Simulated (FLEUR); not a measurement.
Here is a FLEUR MaX-R8.1 (later development tree) calculation.

File inp.xml:

```xml
<?xml version="1.0" encoding="UTF-8" standalone="no"?>
<fleurInput fleurInputVersion="0.39">
   <comment>
      GaAs                                                                                                
   </comment>
   <calculationSetup>
      <cutoffs Kmax="4.71" Gmax="14.6" GmaxXC="14.6" numbands="0"/>
      <scfLoop itmax="60" minDistance="0.00001" maxIterBroyd="15" imix="Anderson" alpha="0.05" precondParam="0.0" spinf="2.0" sdNocoIR="T"/>
      <coreElectrons ctail="T" frcor="F" kcrel="0" coretail_lmax="0"/>
      <xcFunctional name="pbe" relativisticCorrections="F"/>
      <magnetism jspins="1"/>
      <soc l_soc="F" theta="0.0" phi="0.0" spav="F"/>
      <expertModes spex="0" secvar="F"/>
      <geometryOptimization l_f="T" forcealpha="1.0" forcemix="BFGS" epsdisp="0.0005" epsforce="0.0002"/>
      <ldaU l_linMix="F" mixParam="0.05" spinf="1.0"/>
   </calculationSetup>
   <cell>
      <bzIntegration valenceElectrons="42.0" mode="hist" fermiSmearingEnergy="0.00183747">
         <kPointListSelection listName="default-1"/>
         <!-- k-points included here -->
         <xi:include xmlns:xi="http://www.w3.org/2001/XInclude" href="kpts.xml"> </xi:include>
      </bzIntegration>
      <!-- symmetry operations included here -->
      <xi:include xmlns:xi="http://www.w3.org/2001/XInclude" href="sym.xml"> </xi:include>
      <bulkLattice scale="1.0">
         <bravaisMatrix>
            <row-1>    0.0000000000000000     5.3419722953255091     5.3419722953255091</row-1>
            <row-2>    5.3419722953255091     0.0000000000000000     5.3419722953255091</row-2>
            <row-3>    5.3419722953255091     5.3419722953255091     0.0000000000000000</row-3>
         </bravaisMatrix>
      </bulkLattice>
   </cell>
   <atomSpecies>
      <species name="Arsenic (As)" element="As" atomicNumber="33">
         <mtSphere radius="2.08" gridPoints="691" logIncrement="0.018"/>
         <atomicCutoffs lmax="8" lnonsphr="6"/>
         <electronConfig flipSpins="F">
            <coreConfig>(1s1/2) (2s1/2) (2p1/2) (2p3/2) (3s1/2)</coreConfig>
            <valenceConfig>(3p1/2) (3p3/2) (4s1/2) (3d3/2) (3d5/2) (4p1/2) (4p3/2)</valenceConfig>
            <stateOccupation state="(4p1/2)" spinUp="0.500000" spinDown="0.500000"/>
            <stateOccupation state="(4p3/2)" spinUp="1.000000" spinDown="1.000000"/>
         </electronConfig>
         <energyParameters s="4" p="4" d="3" f="4"/>
         <lo type="SCLO" l="1" n="3" eDeriv="0"/>
         <lo type="SCLO" l="1" n="3" eDeriv="1"/>
         <lo type="HELO" l="2" n="4" eDeriv="0"/>
         <lo type="HELO" l="2" n="4" eDeriv="1"/>
         <lo type="SCLO" l="0" n="4" eDeriv="2"/>
         <lo type="SCLO" l="3" n="4" eDeriv="2"/>
      </species>
      <species name="Gallium (Ga)" element="Ga" atomicNumber="31">
         <mtSphere radius="2.08" gridPoints="691" logIncrement="0.018"/>
         <atomicCutoffs lmax="8" lnonsphr="6"/>
         <electronConfig flipSpins="F">
            <coreConfig>(1s1/2) (2s1/2) (2p1/2) (2p3/2)</coreConfig>
            <valenceConfig>(3s1/2) (3p1/2) (3p3/2) (4s1/2) (3d3/2) (3d5/2) (4p1/2) (4p3/2)</valenceConfig>
            <stateOccupation state="(4p1/2)" spinUp="0.166667" spinDown="0.166667"/>
            <stateOccupation state="(4p3/2)" spinUp="0.333333" spinDown="0.333333"/>
         </electronConfig>
         <energyParameters s="4" p="4" d="3" f="4"/>
         <lo type="SCLO" l="0" n="3" eDeriv="0"/>
         <lo type="SCLO" l="1" n="3" eDeriv="0"/>
         <lo type="SCLO" l="1" n="3" eDeriv="1"/>
         <lo type="HELO" l="2" n="4" eDeriv="0"/>
         <lo type="HELO" l="2" n="4" eDeriv="1"/>
         <lo type="SCLO" l="3" n="4" eDeriv="2"/>
      </species>
   </atomSpecies>
   <atomGroups>
      <atomGroup species="Arsenic (As)">
         <relPos label="                   1">-.2420950000 -.2602170000 -.2405790000</relPos>
         <force calculate="T" relaxXYZ="TTT"/>
      </atomGroup>
      <atomGroup species="Gallium (Ga)">
         <relPos label="                   2">.0096460000 .0093300000 -.0205510000</relPos>
         <force calculate="T" relaxXYZ="TTT"/>
      </atomGroup>
   </atomGroups>
   <output dos="F" band="F" slice="F">
      <checks vchk="F" cdinf="F"/>
      <bandDOS minEnergy="-.5*Htr" maxEnergy="0.5*Htr" sigma="0.015" storeEVData="T"/>
      <vacuumDOS vacdos="F" integ="F" star="F" nstars="0" locx1="0.0" locy1="0.0" locx2="0.0" locy2="0.0" nstm="0" tworkf="0.0"/>
      <unfoldingBand unfoldBand="F" supercellX="1" supercellY="1" supercellZ="1"/>
      <plotting iplot="0" polar="F">
         <plot TwoD="T" vec1="  1.0  0.0  0.0" vec2="  0.0  1.0  0.0" vec3="  0.0  0.0  1.0" zero="  0.0  0.0  0.0" file="plot"/>
      </plotting>
      <chargeDensitySlicing numkpt="0" minEigenval="0.0" maxEigenval="0.0" nnne="0" pallst="F"/>
      <specialOutput eonly="F"/>
      <moessbauerParams electricFieldGradient="T" isomerShift="T" coreHyperfine="T" valenceHyperfine="T"/>
      <magneticCircularDichroism mcd="F" energyLo="-10.0" energyUp="0.0"/>
   </output>
  <!-- We include the file relax.xml here to enable relaxations (see documentation) -->
  <xi:include xmlns:xi="http://www.w3.org/2001/XInclude" href="relax.xml"> <xi:fallback/> </xi:include>
</fleurInput>
```

File crystal.txt:

```
GaAs
&input cartesian=F /
0.0000000000  2.8268500000  2.8268500000
2.8268500000  0.0000000000  2.8268500000
2.8268500000  2.8268500000  0.0000000000
1.8897261246
1.0 1.0 1.0

2
33 0.7579050000  0.7397830000  0.7594210000
31 0.0096460000  0.0093300000  -0.0205510000

&kpt div1=8 div2=8 div3=8 gamma=T /
```

Potentials or basis: all-electron, FLAPW.

Run with:

```console
$ inpgen -f crystal.txt -profile fastHighL
$ # inp.xml edited to the form shown
$ fleur_MPI
```

Question: What does it give for the band gap on the k mesh?

Answer: 0.20 eV, direct.

Question: Estimate the largest force.

Answer: 0.888 eV/Å.

Core levels (eV from the Fermi level):
| atom | levels |
| --- | --- |
| 1 As | 1s1/2 -11711.1, 2s1/2 -1481.1, 2p1/2 -1322.7, 2p3/2 -1286.2, 3s1/2 -185.2 |
| 2 Ga | 1s1/2 -10223.3, 2s1/2 -1257.9, 2p1/2 -1113.0, 2p3/2 -1085.4 |

A k mesh can miss the band edges.
